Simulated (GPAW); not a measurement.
# NiO (Fm-3m) in GPAW: settings compared, part 2 of 2

GPAW 26.7.0.

## 4. Band structure, PBE, collinear spin, ferromagnetic start

run.py reads:

```python
import spglib
from ase import Atoms
from ase.dft.bandgap import bandgap
from ase.io import read, write
from ase.units import GPa
from gpaw import GPAW, PW, setup_paths

setup_paths.insert(0, '.')

atoms = read('NiO.cif')
cell, positions, numbers = spglib.find_primitive(
    (atoms.cell[:], atoms.get_scaled_positions(), atoms.numbers), symprec=1e-4)
atoms = Atoms(numbers, cell=cell, scaled_positions=positions, pbc=True)
atoms.set_initial_magnetic_moments([1.0, 0.0])

calc = GPAW(mode=PW(800),
            xc='PBE',
            kpts={'size': (8, 8, 8), 'gamma': True},
            occupations={'name': 'fermi-dirac', 'width': 0.05},
            nbands=22,
            convergence={'density': 1e-05, 'energy': 1e-05},
            maxiter=150,
            txt='gpaw.txt')
atoms.calc = calc
energy = atoms.get_potential_energy()
forces = atoms.get_forces()
stress = atoms.get_stress()
calc.write('gs.gpw')
write('result.traj', atoms)
print(f'Energy: {energy:.6f} eV')
print('Forces (eV/A):')
print(forces.round(4))
print('Stress (GPa):', (stress / GPa).round(3))
print('Moments:', calc.get_magnetic_moments().round(3))
print('Fermi level:', round(calc.get_fermi_level(), 4), 'eV')
print(f'Gap: {bandgap(calc)[0]:.4f} eV, direct: {bandgap(calc, direct=True)[0]:.4f} eV')

path = atoms.cell.bandpath('GXWKGLUWLK,UX', npoints=80, eps=1e-4)
bs_calc = calc.fixed_density(kpts=path, symmetry='off', nbands=31,
                             convergence={'bands': 'CBM+6.0', 'eigenstates': 1e-6}, txt='bands.txt')
bs = bs_calc.band_structure()
bs.write('bs.json')
print(f'Gap on the path: {bandgap(bs_calc)[0]:.4f} eV')
```

NiO.cif is that of step 2.

The run is started by

```bash
> gpaw-setup -f PBE Ni O
> OMP_NUM_THREADS=1 python run.py
```

Wall time 51 s (1 thread of Intel Xeon 6975P-C (Granite Rapids), shared host); peak memory 0.28 GiB.

Results (log left out):

```yaml
Free_energy: -13.3332 eV
Pressure: 10.5 GPa
Band_gap_along_the_path: none (metal or under the smearing width)
Net_moment: 1.79 μB per cell
Site_moments: Ni +1.49; O +0.22 μB
```

Levels at the corners of the path, in eV from the Fermi level:
Spin up:
| point | band 10 | band 11 | band 12 | band 13 |
| --- | --- | --- | --- | --- |
| Γ | -2.75 | -2.75 | -2.75 | 1.31 |
| X | -2.30 | -1.69 | -1.69 | 5.90 |
| W | -1.98 | -1.69 | -1.31 | 8.27 |
| K | -1.82 | -1.58 | -1.24 | 7.56 |
| Γ | -2.75 | -2.75 | -2.75 | 1.31 |
| L | -1.47 | 0.26 | 0.26 | 5.34 |
| U | -1.82 | -1.58 | -1.24 | 7.56 |
| W | -1.98 | -1.69 | -1.31 | 8.27 |
| L | -1.47 | 0.26 | 0.26 | 5.34 |
| K | -1.82 | -1.58 | -1.24 | 7.56 |
| U | -1.82 | -1.58 | -1.24 | 7.56 |
| X | -2.30 | -1.69 | -1.69 | 5.90 |
Spin down:
| point | band 7 | band 8 | band 9 | band 10 | band 11 | band 12 | band 13 |
| --- | --- | --- | --- | --- | --- | --- | --- |
| Γ | -2.67 | -1.91 | -1.91 | -1.91 | -0.61 | -0.61 | 1.67 |
| X | -4.04 | -2.94 | -0.75 | -0.75 | -0.16 | 0.41 | 6.36 |
| W | -5.34 | -1.13 | -1.13 | -0.75 | 0.27 | 1.02 | 8.83 |
| K | -4.57 | -1.72 | -0.90 | -0.67 | 0.54 | 1.04 | 8.02 |
| Γ | -2.67 | -1.91 | -1.91 | -1.91 | -0.61 | -0.61 | 1.67 |
| L | -4.96 | -0.97 | -0.97 | -0.59 | 2.30 | 2.30 | 5.51 |
| U | -4.57 | -1.72 | -0.90 | -0.67 | 0.54 | 1.04 | 8.02 |
| W | -5.34 | -1.13 | -1.13 | -0.75 | 0.27 | 1.02 | 8.83 |
| L | -4.96 | -0.97 | -0.97 | -0.59 | 2.30 | 2.30 | 5.51 |
| K | -4.57 | -1.72 | -0.90 | -0.67 | 0.54 | 1.04 | 8.02 |
| U | -4.57 | -1.72 | -0.90 | -0.67 | 0.54 | 1.04 | 8.02 |
| X | -4.04 | -2.94 | -0.75 | -0.75 | -0.16 | 0.41 | 6.36 |

Caveat: the stock nickel data set gives pressures a few GPa off other programs; a cell with one magnetic atom can't hold antiferromagnetic order, which such compounds often take; semilocal functionals often make such compounds metallic where correlation or magnetic order opens a gap, which also shifts bond lengths.

## 5. Band structure, PBE, collinear spin, ferromagnetic start

run.py reads:

```python
from ase.dft.bandgap import bandgap
from ase.io import read, write
from gpaw import GPAW

atoms = read('NiO.cif')
atoms.set_initial_magnetic_moments([1.0, 0.0])

calc = GPAW(mode='fd',
            h=0.16,
            xc='PBE',
            kpts={'size': (8, 8, 8), 'gamma': True},
            occupations={'name': 'fermi-dirac', 'width': 0.05},
            nbands=22,
            convergence={'density': 1e-05, 'energy': 1e-05},
            maxiter=150,
            txt='gpaw.txt')
atoms.calc = calc
energy = atoms.get_potential_energy()
forces = atoms.get_forces()
calc.write('gs.gpw')
write('result.traj', atoms)
print(f'Energy: {energy:.6f} eV')
print('Forces (eV/A):')
print(forces.round(4))
print('Moments:', calc.get_magnetic_moments().round(3))
print('Fermi level:', round(calc.get_fermi_level(), 4), 'eV')
print(f'Gap: {bandgap(calc)[0]:.4f} eV, direct: {bandgap(calc, direct=True)[0]:.4f} eV')

path = atoms.cell.bandpath('GXWKGLUWLK,UX', npoints=100, eps=1e-4)
bs_calc = calc.fixed_density(kpts=path, symmetry='off', nbands=31,
                             convergence={'bands': 'CBM+6.0', 'eigenstates': 1e-6}, txt='bands.txt')
bs = bs_calc.band_structure()
bs.write('bs.json')
print(f'Gap on the path: {bandgap(bs_calc)[0]:.4f} eV')
```

NiO.cif reads:

```cif
data_NiO
_cell_length_a 2.94991039
_cell_length_b 2.94991039
_cell_length_c 2.94991039
_cell_angle_alpha 60.00000000
_cell_angle_beta 60.00000000
_cell_angle_gamma 60.00000000
_space_group_name_H-M_alt 'P1'
_space_group_name_Hall 'P 1'
_space_group_IT_number 1
loop_
_space_group_symop_operation_xyz
'x,y,z'
loop_
_atom_site_label
_atom_site_type_symbol
_atom_site_symmetry_multiplicity
_atom_site_Wyckoff_symbol
_atom_site_fract_x
_atom_site_fract_y
_atom_site_fract_z
_atom_site_occupancy
Ni1 Ni 1 a 0.0000000000 0.0000000000 0.0000000000 1
O1 O 1 a 0.5000000000 0.5000000000 0.5000000000 1
```

Potentials or basis: GPAW PAW data sets (gpaw-data 1.2.1), fd.

The run is started by

```bash
> OMP_NUM_THREADS=1 python run.py
```

Wall time 4.4 min (1 thread of Intel Xeon 6975P-C (Granite Rapids), shared host); peak memory 0.82 GiB.

It converged, with:

```yaml
Free_energy: -13.4661 eV
Band_gap_along_the_path: none (metal or under the smearing width)
Net_moment: 1.80 μB per cell
Site_moments: Ni +1.49; O +0.22 μB
```

Levels at the corners of the path, in eV from the Fermi level:
Spin up:
```
point  band 8  band 9  band 10  band 11  band 12  band 13
    Γ   -3.19   -3.17    -2.74    -2.74    -2.74     1.33
    X   -3.66   -2.88    -2.30    -1.69    -1.69     5.90
    W   -2.44   -1.98    -1.97    -1.69    -1.31     8.27
    K   -2.69   -1.92    -1.82    -1.58    -1.24     7.56
    Γ   -3.19   -3.17    -2.74    -2.74    -2.74     1.33
    L   -2.01   -2.01    -1.47     0.26     0.26     5.35
    U   -2.69   -1.92    -1.82    -1.58    -1.24     7.56
    W   -2.44   -1.98    -1.97    -1.69    -1.31     8.27
    L   -2.01   -2.01    -1.47     0.26     0.26     5.35
    K   -2.69   -1.92    -1.82    -1.58    -1.24     7.56
    U   -2.69   -1.92    -1.82    -1.58    -1.24     7.56
    X   -3.66   -2.88    -2.30    -1.69    -1.69     5.90
```
Spin down:
```tsv
point	band 7	band 8	band 9	band 10	band 11	band 12	band 13
Γ	-2.65	-1.91	-1.90	-1.90	-0.61	-0.61	1.69
X	-4.03	-2.93	-0.75	-0.75	-0.16	0.41	6.37
W	-5.34	-1.12	-1.12	-0.75	0.28	1.02	8.83
K	-4.57	-1.71	-0.89	-0.67	0.54	1.04	8.02
Γ	-2.65	-1.91	-1.90	-1.90	-0.61	-0.61	1.69
L	-4.96	-0.96	-0.96	-0.58	2.29	2.30	5.52
U	-4.57	-1.71	-0.89	-0.67	0.54	1.04	8.02
W	-5.34	-1.12	-1.12	-0.75	0.28	1.02	8.83
L	-4.96	-0.96	-0.96	-0.58	2.29	2.30	5.52
K	-4.57	-1.71	-0.89	-0.67	0.54	1.04	8.02
U	-4.57	-1.71	-0.89	-0.67	0.54	1.04	8.02
X	-4.03	-2.93	-0.75	-0.75	-0.16	0.41	6.37
```

Caveat: the real-space grid adds noise to forces; a cell with one magnetic atom can't hold antiferromagnetic order, which such compounds often take; semilocal functionals often make such compounds metallic where correlation or magnetic order opens a gap, which also shifts bond lengths.

## 6. Summary

```csv
task,level,potentials or basis,cutoff (eV),band path,band points,grid spacing,moment (μB)
band structure,C09-vdW,"GPAW PAW data sets (gpaw-data 1.2.1), pw",800,"GXWKGLUWLK,UX",100,-,0.98
equation of state,PBEsol,"PAW data sets generated in the run's folder for this functional, pw",800,-,-,-,-
band structure,PBE,"PAW data sets generated in the run's folder for this functional, pw",800,"GXWKGLUWLK,UX",80,-,1.79
band structure,PBE,"GPAW PAW data sets (gpaw-data 1.2.1), fd",-,"GXWKGLUWLK,UX",100,0.16 Å,1.80
```

Alike in all rows: spin collinear, ferromagnetic start; cell as given; k mesh 8 × 8 × 8; smearing fermi-dirac 0.05 eV.

Caveats: a cell with one magnetic atom can't hold antiferromagnetic order, which such compounds often take (some runs); semilocal functionals often make such compounds metallic where correlation or magnetic order opens a gap, which also shifts bond lengths (some runs); the PAW data sets were made with another functional, which shifts forces and pressure a little (some runs); the stock nickel data set gives pressures a few GPa off other programs (some runs); the real-space grid adds noise to forces (some runs).

Total energies depend on the potentials used, so only differences within one code and one set of settings carry meaning.

## 7. Comparison with measurements

Step 2. Measured gap of NiO: 4.3 eV (quoted in “Local correlations, non-local screening, multiplets, and band formation in NiO”, 2012, arxiv:1210.6675). This calculation gives 0.00 eV (-4.30 eV). So large a miss can be the level of theory's own, or it may mean another phase, state or a wrong row. The value is that of C09-vdW, without temperature or zero-point motion. The run's magnetic order (collinear spin, ferromagnetic start) needn't be the measured crystal's.

Step 4. A measured gap of NiO is 4.3 eV (quoted in “Local correlations, non-local screening, multiplets, and band formation in NiO”, 2012, arxiv:1210.6675); the calculated 0.00 eV misses it by -4.30 eV. So large a miss can be the level of theory's own, or it may mean another phase, state or a wrong row. The value is that of PBE, without temperature or zero-point motion. Semilocal functionals fall short of measured gaps as a rule. The run's magnetic order (collinear spin, ferromagnetic start) needn't be the measured crystal's.

Step 5. A measured gap of NiO is 4.3 eV (quoted in “Local correlations, non-local screening, multiplets, and band formation in NiO”, 2012, arxiv:1210.6675); the calculated 0.00 eV misses it by -4.30 eV. So large a miss can be the level of theory's own, or it may mean another phase, state or a wrong row. The value is that of PBE, without temperature or zero-point motion. Semilocal functionals fall short of measured gaps as a rule. The run's magnetic order (collinear spin, ferromagnetic start) needn't be the measured crystal's.
